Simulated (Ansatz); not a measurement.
**SiNi under changes of volume**

One of the cells (11.288 Å³/atom); the others are scaled copies at fixed shape and fractional positions:

```
CELL_PARAMETERS angstrom
2.94277 0.00000 0.00000
0.00000 3.28033 0.00000
0.00000 0.00000 4.67745
ATOMIC_POSITIONS crystal
Ni 0.50000 0.50000 0.34250
Ni 0.00000 0.00000 0.65750
Si 0.50000 0.50000 0.84314
Si 0.00000 0.00000 0.15686
```

The cell is a database's computed one.

- Program: Ansatz 0.2.0
- Functional: PBEsol
- Potentials or basis: all-electron LAPW, scalar-relativistic
- Cutoff: 295 eV (chosen from the basis error)
- Basis error allowed: 0.001 eV/atom
- k mesh: 9 × 8 × 6
- Occupations: fermi-dirac, width 0.05 eV
- Spin: collinear spin, ferromagnetic start
- Starting moments: [1.0, 1.0, 0.0, 0.0] μB

```tsv
volume (Å³/atom)	energy over the lowest point (meV/atom)	pressure (GPa)	largest force (eV/Å)
10.611	29.46	14.6	0.252
10.837	?	?	?
11.062	3.17	4.4	0.118
11.288	0.00	0.2	0.093
11.514	2.56	-3.7	0.129
11.740	10.22	-7.1	0.163
11.965	22.48	-10.2	0.194
```

What does the run at 10.837 Å³/atom give?

Energy over the lowest point 12.74 meV/atom; pressure 9.2 GPa; largest force 0.183 eV/Å.

Worked out: A Birch-Murnaghan fit of order 3 (a polynomial in V^(-2/3)) to the other rows has its minimum at 11.30 Å³/atom with B0 = V·E''(V) = 202 GPa and B' = 4.5 at fixed shape and positions, which overstates the stiffness. It gives 12.72 meV/atom at 10.837 Å³/atom, against the run's 12.74, and -dE/dV = 9.2 GPa, against 9.2.

Energies are extrapolated to zero smearing.

Caveats: the starting moments weren't kept.
